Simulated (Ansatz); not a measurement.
# VN: the cost of one run

Program: Ansatz 0.2.0. Level of theory: DFT PBE, scalar-relativistic, plane waves, PAW. These are calculated values, not measurements.

4 further runs of the same task are left out: 3 that didn't finish, 1 set aside as unsound or not needed.

**1. The system as given**

It takes space group Fm-3m (No. 225, cubic). The conventional cell has a = 4.128 Å, b = 4.128 Å, c = 4.128 Å, α = 90.00°, β = 90.00°, γ = 90.00°. Around V (site symmetry m-3m) lie 6 N at 2.06 Å. N (site symmetry m-3m) has 6 V at 2.06 Å as nearest neighbours.

Coordinates:

```cif
data_structure
_symmetry_space_group_name_H-M 'Fm-3m'
_symmetry_Int_Tables_number 225
_cell_length_a 4.1280
_cell_length_b 4.1280
_cell_length_c 4.1280
_cell_angle_alpha 90.000
_cell_angle_beta 90.000
_cell_angle_gamma 90.000
_cell_volume 70.34
loop_
_atom_site_label
_atom_site_type_symbol
_atom_site_symmetry_multiplicity
_atom_site_Wyckoff_symbol
_atom_site_fract_x
_atom_site_fract_y
_atom_site_fract_z
_atom_site_occupancy
V1 V 4 a 0.00000 0.00000 0.00000 1
N1 N 4 b 0.50000 0.00000 0.00000 1
```

The structure comes from the Crystallography Open Database.

**2. The listed cell as it stands**

The input, input.yaml:

```yaml
crystal:
  lattice:
    - [0.0, 2.064, 2.064]
    - [2.064, 0.0, 2.064]
    - [2.064, 2.064, 0.0]
  atoms:
    - { symbol: V, position: [0.0, 0.0, 0.0], spin: 0.11 }
    - { symbol: "N", position: [0.5, 0.5, 0.5] }
basis:
  ecutwfc: 420
kpoints:
  mp_grid: { grid: [18, 18, 18] }
hamiltonian:
  xc: pbe
scf:
  occupations: { method: gaussian, width: 0.1 }
output:
  forces: true
  stress: true
  eigenvalues: true
  populations: true
magnetization:
  spin_polarized: true
```

Command:

```console
ansatz run input.yaml --threads 1 --pin off --max-ram 2560MiB --backend cpu --events-out ev --progress --plain --runs-dir out
```

What time and memory should one allow on 1 thread of Arm Neoverse V2, shared host?

About 8.6 s, with a peak of 0.37 GiB.
